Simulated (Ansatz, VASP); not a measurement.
Two plane-wave programs on BaTiO3

The input INCAR:

```
SYSTEM = BaTiO3
PREC = Accurate ; ENCUT = 520
EDIFF = 1E-6 ; ISMEAR = 0
SIGMA = 0.05 ; LREAL = .False.
LASPH = .True. ; NELM = 150
ALGO = Normal ; ISIF = 2
LWAVE = .False. ; LCHARG = .False.
LMAXMIX = 4 ; LDAU = .True.
LDAUTYPE = 2 ; LDAUL = -1 2 -1
LDAUU = 0 4 0 ; LDAUJ = 0 0 0
LDAUPRINT = 1 ; GGA = PE
NBANDS = 28
```

The input KPOINTS:

```
regular mesh
0
Gamma
  6 6 6
  0 0 0
```

POSCAR

```
BaTiO3
1.0
    4.2086303835      0.0000000000      0.0000000000
    0.0000000000      3.0169455574      3.0302143625
    0.0000000000     -3.0169455574      3.0302143625
Ba Ti O
1 1 3
Direct
    0.0000000000      0.0080771898      0.0080771898
    0.5000000000      0.5197092923      0.5197092923
    0.0000000000      0.4916268263      0.4916268263
    0.5000000000      0.4938075436      0.9829991481
    0.5000000000      0.9829991481      0.4938075436
```

Input for Ansatz:

```yaml
crystal:
  lattice:
    - [4.2086302925, 0.0, 0.0]
    - [0.0, 3.0169455975, 3.0302144443]
    - [0.0, -3.0169455975, 3.0302144443]
  atoms:
    - { symbol: Ba, position: [0.0, 0.0080772002, 0.0080772002] }
    - { symbol: Ti, position: [0.5, 0.5197092998, 0.5197092998] }
    - { symbol: O, position: [0.0, 0.4916268155, 0.4916268155] }
    - { symbol: O, position: [0.5, 0.4938075461, 0.9829991384] }
    - { symbol: O, position: [0.5, 0.9829991384, 0.4938075461] }
basis:
  ecutwfc: 420
kpoints:
  mp_grid: { grid: [6, 6, 6] }
hamiltonian:
  xc: pbe
  hubbard: { sites: [{ species: Ti, l: d, u_eff: 4.0 }] }
scf:
  occupations: { method: gaussian, width: 0.05 }
output:
  forces: true
  stress: true
  eigenvalues: true
```

Change from the starting cell: strain +0.050 along x and y, +0.050 along z, atoms carried along.

Alike in both runs: task single point; functional PBE; k mesh 6 × 6 × 6; occupations gaussian, width 0.05 eV; no spin polarisation; Hubbard terms Ti d U = 4.0 eV.

```csv
,VASP,Ansatz
version,VASP 6.6.1,Ansatz 0.2.0
potentials or method,"VASP PAW PBE potentials, release 64 (Ba_sv, Ti_sv, O)","scalar-relativistic, plane waves, PAW"
plane-wave cutoff (eV),520,420
valence electrons in the cell,40,40
```

|  | VASP | Ansatz | Ansatz less VASP |
| --- | --- | --- | --- |
| gap on the k mesh at the Fermi level (eV) | 2.11 | 2.10 | -0.008 |
| least direct gap on the mesh (eV) | 2.59 | 2.58 | -0.007 |
| pressure (GPa) | -14.6 | -16.5 | -1.89 |
| largest component of the traceless stress (GPa) | 0.43 | 0.52 | +0.084 |
| rms of the force components (eV/Å) | 0.287 | 0.457 | +0.1695 |

The programs project onto different local orbitals, so the same U acts differently. Atom by atom the forces differ by 0.171 eV/Å (rms over components).

Caveats: spin-orbit coupling is left out, which moves the levels of the heavy elements. A k mesh can miss the band edges.
